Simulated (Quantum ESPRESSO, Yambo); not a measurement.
# AlN (P6_3mc): G0W0 with Yambo, start to end, part 3 of 3

How does a plane-wave GW calculation on AlN (P6_3mc) run from the first input to the gap?

Quantum ESPRESSO 7.5 and Yambo 5.3.0; PBE and many-body steps on it, plane waves. Known limits of the many-body steps: not at the basis limit; coarse k mesh.

So far. Step 3 (Bands along the symmetry lines): The gap is 4.221 eV, as in the run before at this level. Step 4 (Empty states on the mesh, 3×3×4 mesh, 69 bands): On this mesh the gap is 4.221 eV.

The database entry behind the starting cell differs from later determinations by our own check (inner coordinate u about 0.002 short), so it need not match the best structure at ambient conditions.

### 6. Screening and self-energy, 3×3×4 mesh, 69 bands, screening to 129.3 eV

G0W0 replaces the xc potential by the self-energy, built once from these orbitals. Only a window of levels is corrected, while the sums run over the empty bands that the input names.

This step: G0W0 on PBE, plane waves, norm-conserving pseudopotentials.

Contents of gw1.in:

```
HF_and_locXC
gw0
dyson
ppa
em1d
rim_cut
RandQpts= 1000000
RandGvec= 1 RL
EXXRLvcs= 72 Ry
VXCRLvcs= 288 Ry
Chimod= "HARTREE"
% BndsRnXp
 1 | 69 |
%
NGsBlkXp= 9.5 Ry
% LongDrXp
 1 | 1 | 1 |
%
% GbndRnge
 1 | 69 |
%
DysSolver= "n"
ExtendOut
PPAPntXp= 27.21138 eV
% QPkrange
 1 | 1 | 7 | 10 |
%
```

Run with:

```sh
> OMP_NUM_THREADS=1 mpirun -n 8 yambo -F gw1.in -J gw1 -C gw1 > gw1.log
```

The log of the run:

```text
 Yambo, version 5.3.0

 [02] CORE Variables Setup
 =========================

  [... cell, symmetries and grids as in the set-up ...]

  [02.05] Energies & Occupations
  ==============================

  [X] === General ===
  [X] Electronic Temperature                        :  0.000000  0.000000 [eV K]
  [X] Bosonic    Temperature                        :  0.000000  0.000000 [eV K]
  [X] Finite Temperature mode                       : no
  [X] El. density                                   :  0.38275E+24 [cm-3]
  [X] Fermi Level                                   :  7.106654 [eV]

  [X] === Gaps and Widths ===
  [X] Conduction Band Min                           :  4.220514 [eV]
  [X] Valence Band Max                              :  0.000000 [eV]
  [X] Filled Bands                                  :   8
  [X] Empty Bands                                   :    9   69
  [X] Direct Gap                                    :  4.220514 [eV]
  [X] Direct Gap localized at k                     :  1
  [X] Indirect Gap                                  :  4.220514 [eV]
  [X] Indirect Gap between kpts                     :  1  1
  [X] Last valence band width                       :  2.371267 [eV]
  [X] 1st conduction band width                     :  3.218768 [eV]

 [03] Transferred momenta grid and indexing
 ==========================================

 IBZ Q-points                                      :  10
 BZ  Q-points                                      :   36

 K/Q-points units:
 rlu = crystal or reduced units; cc = cartesian coordinates; iku = interal k-units

 Q [ 1]         [rlu]:  0.000000  0.000000  0.000000
 Q [ 2]         [rlu]:  0.000000  0.000000  0.250000
 Q [ 3]         [rlu]:  0.000000  0.000000 -0.500000
 Q [ 4]         [rlu]: -0.40821E-19  0.33333       0.0000
 Q [ 5]         [rlu]: -0.40821E-19  0.33333      0.25000
 Q [ 6]         [rlu]: -0.40821E-19  0.33333     -0.50000
 Q [ 7]         [rlu]:  0.333333  0.333333  0.000000
 Q [ 8]         [rlu]:  0.333333  0.333333  0.250000
 Q [ 9]         [rlu]:  0.333333  0.333333 -0.500000
 Q [10]         [rlu]:  0.40821E-19 -0.33333      0.25000

 [04] Coloumb potential Random Integration (RIM)
 ===============================================

  [04.01] RIM initialization
  ==========================

  * Diagonal components only detected *

  8 x (sBL volume)        :  0.195400 [a.u.]
  sBZ random points       :  1000000
  Points outside the sBZ  :   7994252
  RL volume               :  0.879301 [a.u.]
  Integrated volume       :  0.879933 [a.u.]

  [04.02] RIM integrals
  =====================

  Gamma point sphere radius             :  0.105259 [a.u.]
  Points outside the sphere             :   811608
  [Int_sBZ(q=0) 1/q^2]*(Vol_sBZ)^(-1/3) =:  7.236165
                                 should be <:  7.795600

  Summary of Coulomb integrals for non-metallic bands |Q|[au] RIM/Bare

  Q [1] 0.100000E-4 0.928237 * Q [2] 0.166880 0.646012
  Q [3] 0.333760 0.872534 * Q [4] 0.411102 1.143679
  Q [10] 0.443682 1.087027 * Q [5] 0.443682 1.086663
  Q [6] 0.529529 1.022105 * Q [7] 0.712050 1.044470
  Q [8] 0.731344 1.037865 * Q [9] 0.786391 1.024498

 [05] Dipoles
 ============

  [05.01] Setup: observables and procedures
  =========================================

  [WARNING] [x,Vnl] slows the Dipoles computation. To neglect it rename the ns.kb_pp file

 [06] Dynamic Dielectric Matrix (PPA)
 ====================================

 [SLK-Inversion]  Pools        :  2
 [SLK-Inversion]  BLACS grid   :  2  2

 [WR./gw1//ndb.pp]---------------------------------------------------------------
  Brillouin Zone Q/K grids (IBZ/BZ)                :   10   36   10   36
  RL vectors                                       :   3777 [WF]
  Coulomb cutoff potential                         : none
  Electronic Temperature                           :  0.000000 [K]
  Bosonic    Temperature                           :  0.000000 [K]
  PPA    diel. fun.  energies                      : Perdew, Burke & Ernzerhof(X)+Perdew, Burke & Ernzerhof(C)
  wavefunctions                                    : Perdew, Burke & Ernzerhof(X)+Perdew, Burke & Ernzerhof(C)
  Global Gauge                                     : length
  X matrix size                                    :  147
  X band range                                     :    1   69
  X e/h energy range                               : -1.000000 -1.000000 [eV]
  X Time ordering                                  : R
  X Hxc Kernel                                     : HARTREE
  X Drude frequency                                :  0.000000  0.000000
  X poles                                          :  100.0000 [o/o]
  RL vectors in the sum                            :   3777
  [r,Vnl] included                                 : yes
  Field direction                                  :  0.577350E-5  0.577350E-5  0.577350E-5
  BZ energy Double Grid                            : no
  BZ energy DbGd points                            : 0
  BZ Q point size factor                           : -1.000000
  X Optical Averaged directions                    : none

 [07] Local Exchange-Correlation + Non-Local Fock
 ================================================

 [VXC] Plane waves :  23187
 [EXS] Plane waves :  2875

 QP @ state[ 1 ] K range:  1  1
 QP @ state[ 1 ] b range:   7  10

 [xc] Functional : Perdew, Burke & Ernzerhof(X)+Perdew, Burke & Ernzerhof(C)
 [xc] LIBXC used to calculate xc functional
  PP Number of Atomic Species                      :  2
  NLCC RL compoments                               :  23187
  PP Number of Atomic Species                      :  2
  NLCC RL compoments                               :  23187

 [xc] E_xc :  -6.931594 [Ha]
      E_xc :  -13.86319 [Ry]

  Local XC kind (lXC) : Perdew, Burke & Ernzerhof(X)+Perdew, Burke & Ernzerhof(C)
  Non-Local XC kind (nlXC) : Hartree-Fock

  Corrections @ K [1] :  [eV]
 <7|nlXC|7> = -21.12487 -0.20294E-16 <7|lXC|7> = -16.99290 -0.11904E-24
 <8|nlXC|8> = -20.86448  0.18046E-16 <8|lXC|8> = -17.08523 -0.18882E-15
 <9|nlXC|9> = -7.867128 -0.86162E-18 <9|lXC|9> = -12.50474  0.27497E-20
 <10|nlXC|10> = -5.604892 -0.17567E-17 <10|lXC|10> = -10.79204  0.37762E-15

 [08] Dyson equation: Newton solver
 ==================================

  [08.01] G0W0 (W PPA)
  ====================

  [  GW  ] Bands range     :    1   69
  [GW/PPA] G damping       :  0.100000 [eV]

  QP @ state[ 1 ] K range:  1  1
  QP @ state[ 1 ] b range:   7  10

   Sc/G bands                                       :    1   69
   Sc/G damping                                     :  0.100000 ev
   Sc bands terminator                              : no
   Sx RL components                                 :  2875

   QP @ state[ 1 ] K range                          :  1  1
   QP @ state[ 1 ] b range                          :   7  10
   GF energies kind                                 : Perdew, Burke & Ernzerhof(X)+Perdew, Burke & Ernzerhof(C)
   GF WF`s kind                                     : Perdew, Burke & Ernzerhof(X)+Perdew, Burke & Ernzerhof(C)
   Xs energies kind                                 : Perdew, Burke & Ernzerhof(X)+Perdew, Burke & Ernzerhof(C)
   Xs WF`s kind                                     : Perdew, Burke & Ernzerhof(X)+Perdew, Burke & Ernzerhof(C)

 [11] Game Over & Game summary
```

It took 9 s on 8 MPI ranks of Arm Neoverse V2, shared host; peak memory 2.5 GiB; 59 s of CPU time.

This step gave:

* G0W0 gap on the points computed: 5.458 eV
* starting gap on the mesh: 4.221 eV
* k of the valence top: 0, 0, 0
* k of the conduction bottom: 0, 0, 0
* least direct G0W0 gap on the computed points: 5.458 eV
* Z at the valence top: 0.7973
* Z at the conduction bottom: 0.8222

The gap on the mesh goes from 4.22 eV to 5.46 eV, a correction of +1.24 eV.

Limits: finite bands, cutoff and mesh; coarse k mesh. v1 is the top filled band, c1 the lowest empty one. Levels before and after the correction, in eV, zero at the valence-band top of each column:

```
           conduction bottom  valence top
Kohn-Sham               4.22         0.00
     G0W0               5.46         0.00
```

```
           level  energy (eV)
Kohn-Sham   Γ v2       -0.180
Kohn-Sham   Γ v1        0.000
Kohn-Sham   Γ c1        4.221
Kohn-Sham   Γ c2        6.676
     G0W0   Γ v2       -0.269
     G0W0   Γ v1        0.000
     G0W0   Γ c1        5.458
     G0W0   Γ c2        7.928
```

### 7. Where the time went

Times are wall times on the hardware named with each run, good to a factor of about two.

```
                          step   time  share  memory (GiB)
                  ground state  3.3 s   17 %          0.44
bands along the symmetry lines  2.8 s   14 %          0.41
      empty states on the mesh  2.7 s   14 %          0.41
         conversion and set-up  1.9 s    9 %          0.23
     screening and self-energy    9 s   46 %           2.5
```

### 8. Outcome

```
PBE gap              : 4.22 eV, direct
G0W0 gap on the mesh : 5.46 eV
GW settings          : 3×3×4 mesh, 69 bands, screening to 129.3 eV, Godby-Needs plasmon pole
known limits         : not at the basis limit; coarse k mesh
```

**Reading.** G0W0 moves the gap on the mesh from 4.22 eV to 5.46 eV (+1.24 eV), with Z of 0.80 and 0.82 at the edges. Only 1 of the mesh's irreducible points was corrected, so a valley elsewhere could overtake. The dearest step here is «screening and self-energy». Bands and cutoff are finite, so the gap is not at the basis limit. The miss can reach some tenths of an eV and take either sign; the mesh is an error of its own. In the G0W0 run levels were corrected at 1 k point alone, so a gap called «on the mesh» is the least over those, and an edge elsewhere would be missed. The 3×3×4 mesh is coarse for this cell, which bears on the long-range parts of exchange and screening.

[Paths, hosts, dates, memory and timing lines, banners, echoed tables and standing remarks are left out of the program output.]

[Logs are printed without paths, hosts, clocks, repeated set-up lines and the standing remarks that a program may print on its own settings, such as how far it seeks lower states.]

[Runs of the session that timed out or met a known fault of the program may be left out.]

[Hosts, paths, dates, database ids (printed as entryN), source tags and the programs' standing remarks are cut or masked in the printed files.]
